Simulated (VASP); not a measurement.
# ZnSe (Stilleite) (F-43m) in VASP: settings compared

Aim: see how the results for ZnSe (Stilleite) move with the level of theory and the settings. Levels: HSE06, PBEsol, r2SCAN. Tasks: band structure, phonons, dielectric tensor.

Everything below comes from runs of VASP 6.6.1. Logs are shortened: lines on timing, memory, paths and dates and some standing lists are left out, and cuts for length are marked.

**Measured values to compare with.**

A printed reference work, textbook reports, for a bulk crystal of ZnSe: high-frequency dielectric constant 5.9.

The results are compared with them further down.

### Step 1. Starting point

It takes space group F-43m (No. 216, cubic). The conventional cell has a = 5.641 Å, b = 5.641 Å, c = 5.641 Å, α = 90.00°, β = 90.00°, γ = 90.00°. Zn (site symmetry -43m) has 4 Se at 2.44 Å as nearest neighbours. Se (site symmetry -43m) has 4 Zn at 2.44 Å as nearest neighbours.

### Step 2. Band structure, HSE06, spin-orbit coupling, no magnetisation

Input file POSCAR:

```
ZnSe                                    
1.0
    0.0000000000      2.8206646089      2.8206646089
    2.8206646089      0.0000000000      2.8206646089
    2.8206646089      2.8206646089      0.0000000000
  Zn              Se            
     1     1
Direct
     0.0000000000000000    0.0000000000000000    0.0000000000000000
     0.2500000000000000    0.2500000000000000    0.2500000000000000
```

Input file INCAR.step1:

```
SYSTEM = ZnSe
PREC = Accurate
ENCUT = 520
EDIFF = 1E-5
ISMEAR = 0
SIGMA = 0.03
LREAL = .FALSE.
LASPH = .TRUE.
NELM = 80
ALGO = Normal
ISIF = 2
LWAVE = .TRUE.
LCHARG = .FALSE.
MAGMOM = 0 0 0 0 0 0
LORBIT = 11
LSORBIT = .TRUE.
GGA_COMPAT = .FALSE.
KPAR = 4
GGA = PE
```

Input file INCAR.step2:

```
SYSTEM = ZnSe
PREC = Accurate
ENCUT = 520
EDIFF = 1E-6
ISMEAR = 0
SIGMA = 0.03
LREAL = .FALSE.
LASPH = .TRUE.
NELM = 80
ALGO = Normal
ISIF = 2
LWAVE = .FALSE.
LCHARG = .FALSE.
MAGMOM = 0 0 0 0 0 0
LORBIT = 11
LSORBIT = .TRUE.
GGA_COMPAT = .FALSE.
GGA = PE
LHFCALC = .TRUE.
HFSCREEN = 0.2
PRECFOCK = Fast
KPAR = 4
ISTART = 1
```

Input file KPOINTS:

```
Automatic mesh
0
G
  4 4 4
  0 0 0
```

Input file KPOINTS_OPT:

```
explicit points
6
Reciprocal
 0.0000000000  0.0000000000  0.0000000000 1
 0.3750000000  0.3750000000  0.7500000000 1
 0.5000000000  0.5000000000  0.5000000000 1
 0.6250000000  0.2500000000  0.6250000000 1
 0.5000000000  0.2500000000  0.7500000000 1
 0.5000000000  0.0000000000  0.5000000000 1
```

Potentials or basis: VASP PAW PBE potentials, release 64 (Zn, Se).

Run with:

```sh
$ cat potpaw_PBE.64/Zn/POTCAR potpaw_PBE.64/Se/POTCAR > POTCAR
$ cp INCAR.step1 INCAR
$ mpirun -np 4 vasp_ncl > vasp.out
$ cp INCAR.step2 INCAR
$ mpirun -np 4 vasp_ncl > vasp.out
```

OUTCAR:

```text
SYSTEM = ZnSe
   PREC = Accurate
   ENCUT = 520
   EDIFF = 1E-6
   ISMEAR = 0
   LREAL = .FALSE.
   LASPH = .TRUE.
   NELM = 80
   ISIF = 2
   LORBIT = 11
   LSORBIT = .TRUE.
   GGA = PE
   LHFCALC = .TRUE.
   HFSCREEN = 0.2
   PRECFOCK = Fast
   ISTART = 1

 ion  position               nearest neighbor table
   1  0.000  0.000  0.000-   2 2.44   2 2.44   2 2.44   2 2.44
   2  0.250  0.250  0.250-   1 2.44   1 2.44   1 2.44   1 2.44

  LATTYP: Found a face centered cubic cell.
 ALAT       =     5.6413292178

  Lattice vectors:

 A1 = (   0.0000000000,   2.8206646089,   2.8206646089)
 A2 = (   2.8206646089,   0.0000000000,   2.8206646089)
 A3 = (   2.8206646089,   2.8206646089,   0.0000000000)

Analysis of symmetry for initial positions (statically):
=====================================================================
 Subroutine PRICEL returns:
 Original cell was already a primitive cell.

 Routine SETGRP: Setting up the symmetry group for a
 face centered cubic supercell.

 Subroutine GETGRP returns: Found 24 space group operations
 (whereof 24 operations were pure point group operations)
 out of a pool of 48 trial point group operations.

The static configuration has the point symmetry T_d .

Analysis of symmetry for dynamics (positions and initial velocities):
=====================================================================
 Subroutine PRICEL returns:
 Original cell was already a primitive cell.

 Routine SETGRP: Setting up the symmetry group for a
 face centered cubic supercell.

 Subroutine GETGRP returns: Found 24 space group operations
 (whereof 24 operations were pure point group operations)
 out of a pool of 48 trial point group operations.

The dynamic configuration has the point symmetry T_d .

Analysis of structural, dynamic, and magnetic symmetry:
=====================================================================
 Subroutine PRICEL returns:
 Original cell was already a primitive cell.

 Routine SETGRP: Setting up the symmetry group for a
 face centered cubic supercell.

 Subroutine GETGRP returns: Found 24 space group operations
 (whereof 24 operations were pure point group operations)
 out of a pool of 48 trial point group operations.

The overall configuration has the point symmetry T_d .

 Subroutine INISYM returns: Found 24 space group operations
 (whereof 24 operations are pure point group operations),
 and found     1 'primitive' translations

----------------------------------------------------------------------------------------

                                     Primitive cell

  volume of cell :      44.8833

  direct lattice vectors                    reciprocal lattice vectors
     0.000000000  2.820664609  2.820664609    -0.177263188  0.177263188  0.177263188
     2.820664609  0.000000000  2.820664609     0.177263188 -0.177263188  0.177263188
     2.820664609  2.820664609  0.000000000     0.177263188  0.177263188 -0.177263188

  length of vectors
     3.989022145  3.989022145  3.989022145     0.307028847  0.307028847  0.307028847

  position of ions in fractional coordinates (direct lattice)
     0.000000000  0.000000000  0.000000000
     0.250000000  0.250000000  0.250000000

  ion indices of the primitive-cell ions
   primitive index   ion index
                 1           1
                 2           2

----------------------------------------------------------------------------------------

 KPOINTS: Automatic mesh

[... 72 lines left out ...]
     AMIX_MAG =   1.60;   BMIX_MAG =  1.00
  volume/ion in A,a.u.               =      22.44       151.44
  Fermi-wavevector in a.u.,A,eV,Ry     =   1.207269  2.281408 19.830486  1.457500
  Thomas-Fermi vector in A             =   2.342912
   LORBIT       =     11    0 simple, 1 ext, 2 COOP (PROOUT), +10 PAW based schemes
   GGA     = PE    functional components
   LHFCALC =     T    Hartree Fock is set to
   PRECFOCK=fast      Normal, Fast or Accurate (Low or Medium for compatibility)
   ENCUT4O =  -1.0   cutoff for four orbital integrals eV
   NKREDX  =     1    reduce k-point grid by
   NKREDY  =     1    reduce k-point grid by
   NKREDZ  =     1    reduce k-point grid by
   AEXX    =    0.2500 exact exchange contribution
   HFSCREEN=    0.2000 screening length (either q_TF or 0.3 A-1)
   HFSCREENC=   0.2000 screening length for correlation (either q_TF or 0.3 A-1)
   ENCUTFOCK=  -1.0 apply spherical cutoff to Coloumb kernel
   IVDW    =     0    specifies the selected vdW correction
   LEPSILON=     F    determine dielectric tensor
   LRPA    =     F    only Hartree local field effects (RPA)
 Gauss-broadening in eV      SIGMA  =   0.03
  energy-cutoff  :      520.00
  volume of cell :       44.88
 maximum number of plane-waves:      2486
 NGX is ok and might be reduce to    30
  NGX = 18; NGY = 18; NGZ = 18

 number of electron      18.0000001 magnetization      -0.0000000     -0.0000000     -0.0000000

 number of electron      18.0000001 magnetization       0.0000000      0.0000000      0.0000000

 Free energy of the ion-electron system (eV)
  ---------------------------------------------------
  ext. energy  EPLUGINS =         0.00000000
  ---------------------------------------------------
  free energy    TOTEN  =        -7.40886252 eV

  energy without entropy =       -7.40886252  energy(sigma->0) =       -7.40886252

 E-fermi :   1.3537     XC(G=0):  -7.7639

 val. band max:        1.2187974113   @ k =   0.0000   0.0000   0.0000
 cond. band min:       3.5892635466   @ k =   0.0000   0.0000   0.0000
 fundamental gap:      2.3704661353
 Fermi energy:         1.3537058426

 k-point     1 :       0.0000    0.0000    0.0000
  band No.  band energies     occupation
      1     -13.3801      1.00000
      2     -13.3801      1.00000
      3      -7.2837      1.00000
      4      -7.2837      1.00000
      5      -7.2837      1.00000
      6      -7.2837      1.00000
[... 279 lines left out ...]
     25       9.8605      0.00000
     26       9.8868      0.00000

------------------------ aborting loop because EDIFF is reached ----------------------------------------

  FORCE on cell =-STRESS in cart. coord.  units (eV):
  Direction    XX          YY          ZZ          XY          YZ          ZX
  --------------------------------------------------------------------------------------
  -------------------------------------------------------------------------------------
  Total        0.6759295      0.6759295      0.6759295      0.0000000      0.0000000      0.0000000
  in kB       24.1283504     24.1283504     24.1283504      0.0000000      0.0000000      0.0000000
  external PRESSURE =      24.1283504 kB  Pullay stress =       0.0000000 kB

 VOLUME and BASIS-vectors are now :
 -----------------------------------------------------------------------------
  energy-cutoff  :      520.00
  volume of cell :       44.88
      direct lattice vectors                 reciprocal lattice vectors
     0.000000000  2.820664609  2.820664609    -0.177263188  0.177263188  0.177263188
     2.820664609  0.000000000  2.820664609     0.177263188 -0.177263188  0.177263188
     2.820664609  2.820664609  0.000000000     0.177263188  0.177263188 -0.177263188

 POSITION                                       TOTAL-FORCE (eV/Angst)
 -----------------------------------------------------------------------------------
      0.00000      0.00000      0.00000        -0.000000     -0.000000     -0.000000
      1.41033      1.41033      1.41033         0.000000      0.000000      0.000000
 -----------------------------------------------------------------------------------
    total drift:                               -0.000002     -0.000009     -0.000006

  FREE ENERGIE OF THE ION-ELECTRON SYSTEM (eV)
  ---------------------------------------------------
  free  energy   TOTEN  =        -7.4088625236 eV

  energy  without entropy=       -7.4088625236  energy(sigma->0) =       -7.40886252

 Spin-Orbit-Coupling matrix elements

 Ion:    1  E_soc:     -0.0077845
 l=   1
     0.0000000    -0.0004211    -0.0004211
    -0.0004211     0.0000000    -0.0004211
    -0.0004211    -0.0004211     0.0000000
 l=   2
     0.0000000    -0.0001809     0.0000000    -0.0001809    -0.0006954
    -0.0001809     0.0000000    -0.0005215    -0.0001809    -0.0001738
     0.0000000    -0.0005215     0.0000000    -0.0005215     0.0000000
    -0.0001809    -0.0001809    -0.0005215     0.0000000    -0.0001738
    -0.0006954    -0.0001738     0.0000000    -0.0001738     0.0000000
 l=   3
     0.0000000     0.0000000     0.0000000     0.0000000     0.0000000     0.0000000     0.0000000
     0.0000000     0.0000000     0.0000000     0.0000000     0.0000000     0.0000000     0.0000000
     0.0000000     0.0000000     0.0000000     0.0000000     0.0000000     0.0000000     0.0000000
     0.0000000     0.0000000     0.0000000     0.0000000     0.0000000     0.0000000     0.0000000
     0.0000000     0.0000000     0.0000000     0.0000000     0.0000000     0.0000000     0.0000000
     0.0000000     0.0000000     0.0000000     0.0000000     0.0000000     0.0000000     0.0000000
     0.0000000     0.0000000     0.0000000     0.0000000     0.0000000     0.0000000     0.0000000

 Ion:    2  E_soc:     -0.0346916
 l=   1
     0.0000000    -0.0057750    -0.0057750
    -0.0057750     0.0000000    -0.0057750
    -0.0057750    -0.0057750     0.0000000
 l=   2
     0.0000000    -0.0000038     0.0000000    -0.0000038    -0.0000031
    -0.0000038     0.0000000    -0.0000023    -0.0000038    -0.0000008
     0.0000000    -0.0000023     0.0000000    -0.0000023     0.0000000
    -0.0000038    -0.0000038    -0.0000023     0.0000000    -0.0000008
    -0.0000031    -0.0000008     0.0000000    -0.0000008     0.0000000
 l=   3
     0.0000000     0.0000000     0.0000000     0.0000000     0.0000000     0.0000000     0.0000000
     0.0000000     0.0000000     0.0000000     0.0000000     0.0000000     0.0000000     0.0000000
     0.0000000     0.0000000     0.0000000     0.0000000     0.0000000     0.0000000     0.0000000
     0.0000000     0.0000000     0.0000000     0.0000000     0.0000000     0.0000000     0.0000000
     0.0000000     0.0000000     0.0000000     0.0000000     0.0000000     0.0000000     0.0000000
     0.0000000     0.0000000     0.0000000     0.0000000     0.0000000     0.0000000     0.0000000
     0.0000000     0.0000000     0.0000000     0.0000000     0.0000000     0.0000000     0.0000000

 total charge

# of ion       s       p       d       tot
------------------------------------------
    1        0.494   0.452   9.825  10.772
    2        1.439   2.517   0.027   3.983
--------------------------------------------------
tot          1.933   2.969   9.853  14.755

 magnetization (x)

# of ion       s       p       d       tot
------------------------------------------
    1        0.000  -0.000   0.000   0.000
    2        0.000  -0.000   0.000  -0.000
--------------------------------------------------
tot          0.000  -0.000   0.000   0.000

 magnetization (y)

# of ion       s       p       d       tot
------------------------------------------
    1        0.000   0.000   0.000   0.000
    2       -0.000  -0.000   0.000  -0.000
--------------------------------------------------
tot          0.000  -0.000   0.000   0.000

 magnetization (z)

# of ion       s       p       d       tot
------------------------------------------
    1       -0.000   0.000  -0.000  -0.000
    2        0.000  -0.000  -0.000  -0.000
--------------------------------------------------
tot         -0.000   0.000  -0.000  -0.000
```

It took 5.7 min on 4 MPI ranks of Intel Xeon 6975P-C (Granite Rapids), shared host; peak memory 0.38 GiB.

Results:

| Quantity | Value |
| --- | --- |
| Free energy | -7.4089 eV |
| Pressure | 2.4 GPa |
| Valence electrons inside the program's atomic spheres | Zn 10.77; Se 3.98 |

Caveat: the k mesh is coarse (spacing up to 0.48 Å⁻¹), so the values aren't converged, least of all with exact exchange; the PAW data sets were made with another functional, which shifts forces and pressure a little.

(Continued in part 2 of 3.)
